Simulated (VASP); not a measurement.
# Te (R-3m) in VASP: a series of runs

One crystal, Te, is run at these levels: PBE, PBE+D2, PBE+D3, PBE+D3(BJ), PBE+D4; tasks: relaxation of cell and atoms.

Program: VASP 6.6.1. These are calculated values, not measurements. Logs are shortened: lines on timing, memory, paths and dates and some standing lists are left out, and cuts for length are marked.

## 1. Starting point

It takes space group R-3m (No. 166, trigonal). The conventional cell has a = 4.612 Å, b = 4.612 Å, c = 5.073 Å, α = 90.00°, β = 90.00°, γ = 120.00°. Around Te (site symmetry -3m) lie 6 Te at 3.15 Å.

This isn't the form of Te at room conditions, which is trigonal, of chains.

## 2. Relaxation of cell and atoms, PBE

The input, INCAR:

```
ALGO = Normal ; EDIFF = 1E-6
EDIFFG = -0.01 ; ENCUT = 600
GGA = PE ; IBRION = 2
ISIF = 3 ; ISMEAR = -1
LASPH = True ; LCHARG = False
LREAL = False ; LWAVE = False
NELM = 80 ; NSW = 40
PREC = Accurate ; SIGMA = 0.05
```

The input, KPOINTS:

```
k-points
0
Gamma
  9 9 9
```

The input, POSCAR:

```
Te
1.0
    2.3059043427      1.3313144930      1.6909537039
   -2.3059043427      1.3313144930      1.6909537039
    0.0000000000     -2.6626289860      1.6909537039
Te
1
Direct
    0.5000000000      0.5000000000      0.5000000000
```

Potentials or basis: VASP PAW PBE potentials, release 64 (Te).

Run with:

```sh
$ cat potpaw_PBE.64/Te/POTCAR > POTCAR
$ mpirun -np 1 vasp_std > vasp.out
```

OUTCAR:

```text
EDIFF = 1E-6
   EDIFFG = -0.01
   ENCUT = 600
   GGA = PE
   IBRION = 2
   ISIF = 3
   ISMEAR = -1
   LASPH = True
   LREAL = False
   NELM = 80
   NSW = 40
   PREC = Accurate

 ion  position               nearest neighbor table
   1  0.500  0.500  0.500-

  LATTYP: Found a trigonal (rhomboedric) cell.
 ALAT       =     3.1541904739
 COS(alpha) =    -0.0688991668

  Lattice vectors:

 A1 = (   2.3059043427,   1.3313144930,   1.6909537039)
 A2 = (  -2.3059043427,   1.3313144930,   1.6909537039)
 A3 = (   0.0000000000,  -2.6626289860,   1.6909537039)

Analysis of symmetry for initial positions (statically):
=====================================================================
 Subroutine PRICEL returns:
 Original cell was already a primitive cell.

 Routine SETGRP: Setting up the symmetry group for a
 trigonal (rhombohedral) supercell.

 Subroutine GETGRP returns: Found 12 space group operations
 (whereof 12 operations were pure point group operations)
 out of a pool of 12 trial point group operations.

The static configuration has the point symmetry D_3d.

Analysis of symmetry for dynamics (positions and initial velocities):
=====================================================================
 Subroutine PRICEL returns:
 Original cell was already a primitive cell.

 Routine SETGRP: Setting up the symmetry group for a
 trigonal (rhombohedral) supercell.

 Subroutine GETGRP returns: Found 12 space group operations
 (whereof 12 operations were pure point group operations)
 out of a pool of 12 trial point group operations.

The dynamic configuration has the point symmetry D_3d.

 Subroutine INISYM returns: Found 12 space group operations
 (whereof 12 operations are pure point group operations),
 and found     1 'primitive' translations

----------------------------------------------------------------------------------------

                                     Primitive cell

  volume of cell :      31.1462

  direct lattice vectors                    reciprocal lattice vectors
     2.305904343  1.331314493  1.690953704     0.216834667  0.125189553  0.197127415
    -2.305904343  1.331314493  1.690953704    -0.216834667  0.125189553  0.197127415
     0.000000000 -2.662628986  1.690953704     0.000000000 -0.250379107  0.197127415

  length of vectors
[... 93 lines left out ...]
   EMIN   =  10.00;   EMAX   =-10.00  energy-range for DOS
   EFERMI =   0.00;   METHOD = LEGACY
   ISMEAR =    -1;   SIGMA  =   0.05  broadening in eV -4-tet -1-fermi 0-gaus
   EFERMI_NEDOS =   21; number of points for ismear=-14 and -15
   IALGO  =     38    algorithm
   IMIX   =      4    mixing-type and parameters
     AMIX     =   0.40;   BMIX     =  1.00
     AMIX_MAG =   1.60;   BMIX_MAG =  1.00
  volume/ion in A,a.u.               =      31.15       210.18
  Fermi-wavevector in a.u.,A,eV,Ry     =   0.945490  1.786717 12.162947  0.893951
  Thomas-Fermi vector in A             =   2.073397
   LORBIT       =      0    0 simple, 1 ext, 2 COOP (PROOUT), +10 PAW based schemes
   GGA     = PE    functional components
   LHFCALC =     F    Hartree Fock is set to
   AEXX    =    0.0000 exact exchange contribution
   IVDW    =     0    specifies the selected vdW correction
   LEPSILON=     F    determine dielectric tensor
   LRPA    =     F    only Hartree local field effects (RPA)
 conjugate gradient relaxation of ions
 non-spin polarized calculation
  energy-cutoff  :      600.00
  volume of cell :       31.15
 maximum number of plane-waves:      1069
 NGX is ok and might be reduce to    28
   NGX = 13   NGY = 13   NGZ = 13

--------------------------------------- Ionic step        1  -------------------------------------------

 number of electron       5.9999999 magnetization

 Free energy of the ion-electron system (eV)
  ---------------------------------------------------
  ext. energy  EPLUGINS =         0.00000000
  ---------------------------------------------------
  free energy    TOTEN  =        -3.08838074 eV

  energy without entropy =       -3.08297663  energy(sigma->0) =       -3.08567869

------------------------ aborting loop because EDIFF is reached ----------------------------------------

  FORCE on cell =-STRESS in cart. coord.  units (eV):
  Direction    XX          YY          ZZ          XY          YZ          ZX
  --------------------------------------------------------------------------------------
  -------------------------------------------------------------------------------------
  Total        0.4980448      0.4980448      0.5106368      0.0000000     -0.0000000      0.0000000
  in kB       25.6197021     25.6197021     26.2674432      0.0000000     -0.0000000      0.0000000
  external PRESSURE =      25.8356158 kB  Pullay stress =       0.0000000 kB
[... 267 lines left out ...]
--------------------------------------- Ionic step        9  -------------------------------------------

 number of electron       6.0000001 magnetization

 Free energy of the ion-electron system (eV)
  ---------------------------------------------------
  ext. energy  EPLUGINS =         0.00000000
  ---------------------------------------------------
  free energy    TOTEN  =        -3.10337172 eV

  energy without entropy =       -3.09777382  energy(sigma->0) =       -3.10057277

 E-fermi :   6.3995     XC(G=0):  -9.2619

 val. band max:        6.3883457392   @ k =  -0.1111   0.1111   0.0000
 cond. band min:       6.4075426509   @ k =  -0.1111   0.1111   0.1111
 fundamental gap:      0.0191969116
 Fermi energy:         6.3994602269

 k-point     1 :       0.0000    0.0000    0.0000
  band No.  band energies     occupation
      1      -7.1842      2.00000
      2       7.4512      0.00000
      3       7.6284      0.00000
      4       7.6284      0.00000
      5      12.4413      0.00000
      6      12.4413      0.00000
      7      12.8648      0.00000
[... 221 lines left out ...]
 k-point    24 :       0.4444    0.4444    0.0000
  band No.  band energies     occupation
      1      -3.9070      2.00000
      2       1.9894      2.00000
      3       2.2418      2.00000
      4       8.9250      0.00000
      5      10.0810      0.00000
      6      16.7369      0.00000
      7      18.6664      0.00000

 [... further k-points ...]

------------------------ aborting loop because EDIFF is reached ----------------------------------------

  FORCE on cell =-STRESS in cart. coord.  units (eV):
  Direction    XX          YY          ZZ          XY          YZ          ZX
  --------------------------------------------------------------------------------------
  -------------------------------------------------------------------------------------
  Total        0.0002420      0.0002420      0.0030248      0.0000000      0.0000000      0.0000000
  in kB        0.0118086      0.0118086      0.1475688      0.0000000      0.0000000      0.0000000
  external PRESSURE =       0.0570620 kB  Pullay stress =       0.0000000 kB
[... 16 lines left out ...]
  FREE ENERGIE OF THE ION-ELECTRON SYSTEM (eV)
  ---------------------------------------------------
  free  energy   TOTEN  =        -3.1033717246 eV

  energy  without entropy=       -3.0977738236  energy(sigma->0) =       -3.10057277

 reached required accuracy - stopping structural energy minimisation
```

OSZICAR:

```text
N       E                     dE             d eps       ncg     rms          rms(c)
DAV:   1     0.203915816467E+02    0.20392E+02   -0.27518E+03  1190   0.761E+02
[... 66 lines left out ...]
       N       E                     dE             d eps       ncg     rms          rms(c)
DAV:   1    -0.310422667266E+01   -0.12340E-02   -0.26373E-02  1281   0.853E-01    0.149E-01
DAV:   2    -0.310365202616E+01    0.57465E-03   -0.73656E-04  1281   0.200E-01    0.832E-02
DAV:   3    -0.310337340146E+01    0.27862E-03   -0.60825E-04  1246   0.127E-01    0.102E-01
DAV:   4    -0.310337043396E+01    0.29675E-05   -0.15362E-05  1855   0.279E-02    0.106E-01
DAV:   5    -0.310337148770E+01   -0.10537E-05   -0.77873E-07  1316   0.649E-03    0.235E-02
DAV:   6    -0.310337172464E+01   -0.23694E-06   -0.11040E-07   672   0.255E-03
   9 F= -.31033717E+01 E0= -.31005728E+01  d E =-.482933E-04
```

CONTCAR:

```text
Te
   1.00000000000000
     2.2957686104699744    1.3254626252683093    1.7987185435242867
    -2.2957686104699744    1.3254626252683088    1.7987185435242867
    -0.0000000000000003   -2.6509252505366168    1.7987185435242867
  Te
     1
Direct
     0.5000000000000000    0.5000000000000000    0.5000000000000000

  0.00000000E+00  0.00000000E+00  0.00000000E+00
```

Run time: 87 s. Hardware: 1 thread of Intel Xeon Platinum 8375C at 2.90GHz (Ice Lake), shared host; peak memory 0.18 GiB.

Results:

```
Free energy                            : -3.1034 eV
Relaxed volume                         : 32.84 Å³/atom
Relaxed cell                           : a = 3.204 Å, b = 3.204 Å, c = 3.204 Å, α = 91.55°, β = 91.55°, γ = 91.55°
Space group after relaxing (to 0.05 Å) : R-3m (No. 166)
Energy gained by relaxing              : 15.0 meV/atom
Ionic steps                            : 9
Pressure after relaxing                : 0.0 GPa
Band gap on the k mesh                 : none (metal or under the smearing width)
```

Step by step:
```csv
step,energy change (eV),largest force (eV/Å),pressure (GPa),volume (Å³)
1,0.0000,0.0000,2.58,31.15
2,-0.0082,0.0000,-1.19,33.47
3,-0.0114,0.0000,0.00,32.63
4,-0.0120,0.0000,-0.01,32.66
5,-0.0135,0.0000,-0.03,32.76
6,-0.0149,0.0000,-0.13,32.92
7,-0.0149,0.0000,-0.15,32.94
8,-0.0146,0.0000,0.44,32.57
9,-0.0150,0.0000,0.01,32.84
```

Final structure:
```yaml
crystal:
  lattice:
    - [2.29577, 1.32546, 1.79872]
    - [-2.29577, 1.32546, 1.79872]
    - [0.00000, -2.65093, 1.79872]
  atoms:
    - { symbol: Te, position: [0.50000, 0.50000, 0.50000] }
```

Levels at points of the mesh, in eV from the Fermi level:
```csv
k point,band 1,band 2,band 3,band 4,band 5,band 6
"(0.00, 0.00, 0.00)",-13.58,1.05,1.23,1.23,6.04,6.04
```

## 3. Relaxation of cell and atoms, PBE+D2

The input, INCAR:

```
ALGO = Normal ; EDIFF = 1E-6
EDIFFG = -0.01 ; ENCUT = 600
GGA = PE ; IBRION = 2
ISIF = 3 ; ISMEAR = -1
IVDW = 1 ; LASPH = True
LCHARG = False ; LREAL = False
LWAVE = False ; NELM = 80
NSW = 40 ; PREC = Accurate
SIGMA = 0.05
```

KPOINTS is that of step 2.

POSCAR is that of step 2.

Potentials or basis: VASP PAW PBE potentials, release 64 (Te).

Run with:

```sh
$ cat potpaw_PBE.64/Te/POTCAR > POTCAR
$ mpirun -np 1 vasp_std > vasp.out
```

Wall time 69 s (1 thread of Intel Xeon Platinum 8375C at 2.90GHz (Ice Lake), shared host); peak memory 0.17 GiB.

It converged, with:

```yaml
Free_energy: -3.4166 eV
Relaxed_volume: 31.14 Å³/atom
Relaxed_cell: a = 3.159 Å, b = 3.159 Å, c = 3.159 Å, α = 95.04°, β = 95.04°, γ = 95.04°
Space_group_after_relaxing_to_0.05_Å: R-3m (No. 166)
Energy_gained_by_relaxing: 0.7 meV/atom
Ionic_steps: 8
Pressure_after_relaxing: 0.0 GPa
Band_gap_on_the_k_mesh: none (metal or under the smearing width)
Dispersion_energy_per_atom: -0.329 eV
```

The path:
```
step  energy change (eV)  largest force (eV/Å)  pressure (GPa)  volume (Å³)
   1              0.0000                0.0000            0.23        31.15
   2             -0.0001                0.0000           -0.14        31.35
   3             -0.0001                0.0000           -0.04        31.29
   4             -0.0002                0.0000           -0.04        31.28
   5             -0.0004                0.0000           -0.04        31.25
   6             -0.0006                0.0000           -0.03        31.19
   7             -0.0006                0.0000           -0.03        31.05
   8             -0.0007                0.0000           -0.04        31.14
```

Final structure:
```cif
data_structure
_symmetry_space_group_name_H-M 'P 1'
_symmetry_Int_Tables_number 1
_cell_length_a 3.1591
_cell_length_b 3.1591
_cell_length_c 3.1591
_cell_angle_alpha 95.039
_cell_angle_beta 95.039
_cell_angle_gamma 95.039
_cell_volume 31.14
loop_
_atom_site_label
_atom_site_type_symbol
_atom_site_fract_x
_atom_site_fract_y
_atom_site_fract_z
_atom_site_occupancy
Te1 Te 0.50000 0.50000 0.50000 1
```

Levels at points of the mesh, in eV from the Fermi level:
| k point | band 1 | band 2 | band 3 | band 4 | band 5 | band 6 | band 7 |
| --- | --- | --- | --- | --- | --- | --- | --- |
| (0.00, 0.00, 0.00) | -13.94 | 0.93 | 1.54 | 1.54 | 6.14 | 6.14 | 6.77 |

Caveat: atom-pairwise D2, TS and ULG terms overbind metals; pairwise dispersion overbinds metals, which lowers pressure and volume.

(Continued in part 2 of 2.)
